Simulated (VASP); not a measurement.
Runs of VASP 6.6.1 on CdS (Hawleyite). Symmetry: F-43m, No. 216, cubic system. The conventional cell has a = 5.833 Å, b = 5.833 Å, c = 5.833 Å, α = 90.00°, β = 90.00°, γ = 90.00°. Cd (site symmetry -43m) has 4 S at 2.53 Å as nearest neighbours. Around S (site symmetry -43m) lie 4 Cd at 2.53 Å. 

```csv
task,cell,cutoff (eV),smearing,gap on the mesh (eV),pressure (GPa),relaxed volume (Å³/atom)
relaxation of cell and atoms,relaxed,600,gaussian 0.02 eV,(a),0.0,24.84
relaxation of cell and atoms,relaxed from: cell and atoms relaxed tightly for response,600,gaussian 0.01 eV,1.00,0.0,24.85
single point,cell and atoms relaxed tightly for response,520,gaussian 0.01 eV,1.02,0.4,-
single point,"F-43m, 24.7 Å³/atom",520,gaussian 0.02 eV,1.02,0.4,-
```

Alike in all rows: level PBEsol; potentials or basis VASP PAW PBE potentials, release 64 (Cd, S); no spin polarisation; k mesh 8 × 8 × 8.

Problem. Fill in the values left out.

Solution. (a) 1.01.

Caveats: the PAW data sets were made with another functional, which shifts forces and pressure a little.

A k mesh can miss the band edges, and the runs leave out spin-orbit coupling on Cd.
